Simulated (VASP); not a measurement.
Input of a VASP 6.6.1 run:

INCAR

```
  PREC = Accurate
  ENCUT = 520
  EDIFF = 1E-6
  ISMEAR = 0
  SIGMA = 0.03
  LREAL = F
  LASPH = T
  NELM = 80
  ALGO = Normal
  ISIF = 2
  LWAVE = F
  LCHARG = F
  LMAXMIX = 4
  GGA = PE
  KPAR = 2
```

File KPOINTS:

```
regular mesh
0
Gamma
  9 9 2
```

The input POSCAR:

```
Te2Mo                                   
1.0
    3.4956786110      0.0000000000      0.0000000000
   -1.7478393055      3.0273464806      0.0000000000
    0.0000000000      0.0000000000     13.6948374035
  Te              Mo            
     4     2
Direct
     0.3333333332999970    0.6666666667000030    0.6172428415994347
     0.6666666667000030    0.3333333332999970    0.1172428415994347
     0.3333333332999970    0.6666666667000030    0.8827571584005653
     0.6666666667000030    0.3333333332999970    0.3827571584005653
     0.3333333332999970    0.6666666667000030    0.2500000000000000
     0.6666666667000030    0.3333333332999970    0.7500000000000000
```

File KPOINTS_OPT:

```
explicit points
258
Reciprocal
 0.0000000000  0.0000000000  0.0000000000 1
 0.0263157895  0.0000000000  0.0000000000 1
 0.0526315789  0.0000000000  0.0000000000 1
 0.0789473684  0.0000000000  0.0000000000 1
 0.1052631579  0.0000000000  0.0000000000 1
 0.1315789474  0.0000000000  0.0000000000 1
[... 250 lines left out ...]
 0.5000000000  0.0000000000  0.0778388600 1
 0.5000000000  0.0000000000 -0.0778388600 1
```

Potentials or basis: VASP PAW PBE potentials, release 64 (Te, Mo_sv).

Run with:

```console
$ cat potpaw_PBE.64/Te/POTCAR potpaw_PBE.64/Mo_sv/POTCAR > POTCAR
$ mpirun -np 2 vasp_std > vasp.out
```

Predict the largest force.

0.011 eV/Å.

Estimate the pressure.

3.7 GPa.

Predict the band gap along the path.

0.59 eV, indirect (least direct gap 1.03 eV).

Levels at the corners of the path, in eV from the valence-band top:
```
point  band 22  band 23  band 24  band 25  band 26  band 27  band 28  band 29  band 30  band 31
    Γ    -1.06    -1.01    -1.01    -0.17     0.00     2.87     2.87     3.06     3.06     3.07
    M    -1.90    -1.10    -1.03    -0.66    -0.26     1.26     1.34     1.40     1.82     2.52
    M    -1.90    -1.10    -1.03    -0.66    -0.26     1.26     1.34     1.40     1.82     2.52
    K    -3.15    -1.87    -1.87    -0.39    -0.09     0.95     0.99     0.99     2.15     2.26
    K    -3.15    -1.87    -1.87    -0.39    -0.09     0.95     0.99     0.99     2.14     2.26
    Γ    -1.06    -1.01    -1.01    -0.17     0.00     2.87     2.88     3.06     3.06     3.07
    Γ    -1.06    -1.01    -1.01    -0.17     0.00     2.87     2.87     3.06     3.06     3.07
    A    -1.04    -1.04    -1.04    -0.05    -0.05     2.91     2.91     2.91     2.91     3.29
    A    -1.04    -1.04    -1.04    -0.05    -0.05     2.91     2.91     2.91     2.91     3.29
    L    -2.05    -1.04    -1.04    -0.46    -0.46     1.29     1.29     1.63     1.63     3.01
    L    -2.05    -1.04    -1.04    -0.46    -0.46     1.29     1.29     1.63     1.63     3.01
    H    -2.71    -2.10    -2.10    -0.28    -0.28     1.00     1.00     1.50     1.50     2.36
    H    -2.71    -2.10    -2.10    -0.28    -0.28     1.00     1.00     1.50     1.50     2.36
    A    -1.04    -1.04    -1.04    -0.05    -0.05     2.91     2.91     2.91     2.91     3.29
    L    -2.05    -1.04    -1.04    -0.46    -0.46     1.29     1.29     1.63     1.63     3.01
    M    -1.90    -1.10    -1.03    -0.66    -0.26     1.26     1.34     1.40     1.82     2.52
    K    -3.15    -1.87    -1.87    -0.39    -0.09     0.95     0.99     0.99     2.14     2.26
    H    -2.71    -2.10    -2.10    -0.28    -0.28     1.00     1.00     1.50     1.50     2.36
```

Caveat: spin-orbit coupling is left out, which moves the levels of the heavy elements; this functional lacks dispersion, which binds the layers, so the pressure and a relaxed spacing across them are unreliable.

**Experimental background.**

“Broadband infrared study of pressure-tunable Fano resonance and metallization transition in 2H-MoTe2”, 2022, pmc:9569381 quotes, for a bulk crystal of Te2Mo at 300 K: band gap 0.88 ± 0.05 eV (indirect).

Against the measured gap of Te2Mo, 0.88 eV (indirect; 300 K; quoted in “Broadband infrared study of pressure-tunable Fano resonance and metallization transition in 2H-MoTe2”, 2022, pmc:9569381), the calculated 0.59 eV is off by -0.29 eV. Spin-orbit coupling on Mo, Te is left out. The value is that of PBE, without temperature or zero-point motion. Semilocal functionals fall short of measured gaps as a rule.
